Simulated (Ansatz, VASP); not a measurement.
Two plane-wave programs on Tl

```
Tl
1.0
     3.40140    0.00000    0.00000
    -1.70070    2.94570    0.00000
     0.00000    0.00000    5.44300
Tl
2
Direct
  0.33333 0.66667 0.25000
  0.66667 0.33333 0.75000
```

Alike in both runs: task single point; functional LDA; k mesh 17 × 17 × 10; occupations fermi-dirac, width 0.1 eV; no spin polarisation.

|  | VASP | Ansatz |
| --- | --- | --- |
| version | VASP 6.6.1 | Ansatz 0.2.0 |
| potentials or method | VASP PAW LDA potentials, release 64 (Tl_d) | plane waves (420 eV) with PAW, scalar-relativistic |
| plane-wave cutoff (eV) | 520 | 420 |
| valence electrons in the cell | 26 | 26 |

|  | VASP | Ansatz | Ansatz less VASP |
| --- | --- | --- | --- |
| pressure (GPa) | 0.1 | 0.0 | -0.07 |
| largest component of the traceless stress (GPa) | 0.15 | 0.18 | +0.024 |

Ansatz warned: «pseudo_functional_mismatch».

The runs have no spin-orbit coupling, so splittings on Tl are missing.
